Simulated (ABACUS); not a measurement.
A run of ABACUS 3.10.1:

File INPUT:

```
INPUT_PARAMETERS
suffix              Ti
calculation         nscf
basis_type          pw
pseudo_dir          ./
symmetry            -1
dft_functional      MGGA_X_R2SCAN+MGGA_C_R2SCAN
ecutwfc             84.0
pseudo_rcut         7
nspin               1
nbands              16
ks_solver           dav
smearing_method     fd
smearing_sigma      0.00367493
scf_thr             1e-08
scf_nmax            100
mixing_type         broyden
mixing_beta         0.7
mixing_tau          1
init_chg            file
pw_diag_thr         1e-07
out_band            1
kpar                4
```

Contents of STRU:

```
ATOMIC_SPECIES
Ti 47.8670 Ti_ONCV_PBE-1.2.upf

LATTICE_CONSTANT
1.8897261246

LATTICE_VECTORS
2.8708535300 0.0000000000 0.0000000000
1.4354267650 2.4862320875 0.0000000000
1.4354267650 0.8287440292 2.3440420916

ATOMIC_POSITIONS
Direct

Ti
0.0
1
0.0000000000 0.0000000000 0.0000000000 1 1 1
```

File KPT:

```
K_POINTS
12
Line
0.00000000 0.00000000 0.00000000 10 // G
0.50000000 0.00000000 0.50000000 10 // X
0.50000000 0.25000000 0.75000000 10 // W
0.37500000 0.37500000 0.75000000 10 // K
0.00000000 0.00000000 0.00000000 10 // G
0.50000000 0.50000000 0.50000000 10 // L
0.62500000 0.25000000 0.62500000 10 // U
0.50000000 0.25000000 0.75000000 10 // W
0.50000000 0.50000000 0.50000000 10 // L
0.37500000 0.37500000 0.75000000 1 // K
0.62500000 0.25000000 0.62500000 10 // U
0.50000000 0.00000000 0.50000000 1 // X
```

Potentials or basis: SG15 ONCV 1.2 PBE, plane waves.

Run with:

```console
$ OMP_NUM_THREADS=1 mpirun -np 4 abacus > log
```

Hardware: 4 MPI ranks on Intel(R) Xeon(R) Platinum 8488C (Sapphire Rapids) (shared host).

Task: How long does it take, and how much memory?

Result: Run time: 6.4 s on 4 MPI ranks on Intel(R) Xeon(R) Platinum 8488C (Sapphire Rapids), with other jobs on the host, peak memory 0.36 GiB a rank. Counts: scf iterations 1, k points 102, bands 16, ranks 4.
